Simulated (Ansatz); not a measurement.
# ZnS: excitons and shallow donors from band masses and screening

Level of theory: Ansatz, DFT PBE, scalar-relativistic, plane waves, PAW.

Settings: cutoff 420 eV, Γ-centred mesh 10×10×10 on the computed 2-atom cell, Gaussian smearing of 0.02 eV; no spin polarisation.

Relaxed cell: F-43m, a = 5.443 Å, b = 5.443 Å, c = 5.443 Å, α = 90.00°, β = 90.00°, γ = 90.00°, 2 atoms in the primitive cell.

The calculation gives a Kohn–Sham gap of 2.02 eV, an electron mass of 0.168 mₑ and a hole mass of 0.363 mₑ (harmonic means over x, y, z and over the bands degenerate at each edge), and ε∞ = 6.32 (independent particles, mean of the diagonal).

Task: Estimate the binding energy and radius of a Wannier–Mott exciton and of a shallow donor, and say whether the hydrogenic model can hold.

Result: The reduced mass is μ = mₙmₕ/(mₙ + mₕ) = 0.115 mₑ, with mₙ and mₕ the band masses. With E_b = 13.606 eV × μ/ε² and a = 0.529 Å × ε/μ (μ in mₑ) the exciton has E_b = 39 meV and a = 29 Å. For a donor μ is the electron mass: 57 meV and 19.9 Å. The exciton's radius is 8 times the shortest lattice vector (3.85 Å), so the continuum picture is reasonable. In a polar crystal the ions screen too, so a state bound more weakly than an optical phonon feels the larger static constant, which lowers the energy and widens the orbit. The other way, the small Kohn–Sham gap and the missing local fields make ε∞ too large and the masses tend to be too light, which underbinds.